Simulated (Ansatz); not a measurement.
**A vibration from a frozen displacement in AlN**

The calculation used DFT r2SCAN, scalar-relativistic, plane waves, PAW (Ansatz). Cutoff 500 eV, Γ-centred 6×6×6 k-points, Gaussian smearing of 0.05 eV. No spin polarisation. Energies are free energies at this smearing, counted from the undisturbed cell; pressure is positive in compression.

Zero of the scan (relaxed at this level; this zinc-blende form isn't the usual structure):

```yaml
crystal:
  lattice:
    - [4.36980, 0.00000, 0.00000]
    - [0.00000, -4.36980, 0.00000]
    - [0.00000, 0.00000, -4.36980]
  atoms:
    - { symbol: Al, position: [0.00000, 0.00000, 0.00000] }
    - { symbol: Al, position: [0.50000, 0.50000, 0.00000] }
    - { symbol: Al, position: [0.50000, 0.00000, 0.50000] }
    - { symbol: Al, position: [0.00000, 0.50000, 0.50000] }
    - { symbol: N, position: [0.75000, 0.75000, 0.75000] }
    - { symbol: N, position: [0.25000, 0.25000, 0.75000] }
    - { symbol: N, position: [0.25000, 0.75000, 0.25000] }
    - { symbol: N, position: [0.75000, 0.25000, 0.25000] }
```

Atom 5 (N) is moved by x along the Cartesian unit vector (-0.707, 0.707, 0.000); the cell and all other atoms stay fixed. The cell's volume is 83.44 Å³; the moved atoms weigh 14.007 u together and the others 149.947 u. Some rows repeat others by symmetry and weren't run.

| x (Å) | ΔE (meV/cell) | total force on the moved atoms along the move (eV/Å) | pressure (GPa) |
| --- | --- | --- | --- |
| -0.6000 | 4529.70 | 17.6270 | 14.9049 |
| -0.5000 | 2978.82 | 13.4828 | 9.9613 |
| -0.4000 | 1813.94 | 9.9108 | 6.1533 |
| -0.3000 | 978.28 | 6.8879 | 3.3572 |
| -0.2000 | 421.10 | 4.3216 | 1.4569 |
| -0.1000 | 103.19 | 2.0778 | 0.3575 |
| 0.0000 | 0.00 | 0.0000 | -0.0019 |
| 0.1000 | 103.19 | -2.0778 | 0.3575 |
| 0.2000 | 421.10 | -4.3216 | 1.4569 |
| 0.3000 | 978.28 | -6.8879 | 3.3572 |
| 0.4000 | 1813.94 | -9.9108 | 6.1533 |
| 0.5000 | 2978.82 | -13.4828 | 9.9613 |
| 0.6000 | 4529.70 | -17.6270 | 14.9049 |

Problem. What frequency belongs to this motion?

Solution. The force constant is k = −dF/dx = 20.778 eV/Å², from the parabola through x = -0.1000, 0 and 0.1000. In every cell the moved atoms swing against the rest, so the mass is μ = m₁m₂/(m₁ + m₂) = 12.810 u, and ν̃ = 521.5 cm⁻¹ × √(|k|/μ) = 664 cm⁻¹. The pattern needn't be a normal mode: ν̃² is then a weighted mean of the squared nonzero frequencies at the zone centre of this cell, taken without macroscopic field, so it lies between the lowest and the highest of them.

Problem. How far does the harmonic law reach?

Solution. At x = -0.600 Å, kx²/2 = 3739.97 meV against the computed 4529.70 meV (+21.1 %): the well stiffens in this direction at large amplitude.

Problem. The pressure changes with x². What does that say about the frequency under compression?

Solution. With E = k(V)x²/2, k ∝ V^(−2γ) and x scaling with the cell as V^(1/3), P − P0 = −∂E/∂V = (2γ − 2/3) ΔE/V. At x = 0.2000 Å, V(P − P0) = 83.44 × 1.45882 / 160.2 eV = 759.76 meV and ΔE = 421.10 meV, so γ = 1/3 + V(P − P0)/(2ΔE) = 1.24. This is the Grüneisen parameter of the motion under uniform scaling of the cell: shrinking the cell evenly by 1 % in volume raises the frequency by about 1.24 %.

The well is steep because nitrogen is held by short, strongly polar covalent bonds to aluminium, and the light anion carries most of the motion, which puts 664 cm⁻¹ in the range expected of Al–N optical vibrations. The move drives nitrogen towards one aluminium neighbour and away from another, while the remaining two bonds lie at right angles to it. Reversing the move merely exchanges the first two roles, so the odd terms in the energy cancel. The stiffening at large amplitude then probably reflects short-range repulsion in the compressed bond, which rises faster than the stretched bond weakens.

The same bond anharmonicity explains the positive pressure: the displaced crystal pushes outwards, and its bonds stiffen when the cell shrinks. Over the full scan the pressure rises somewhat faster than x², roughly in step with the energy. The value of 1.24 describes this combined motion and doesn't exclude individual modes that soften under compression, as zone-boundary transverse acoustic modes do in many tetrahedral semiconductors.
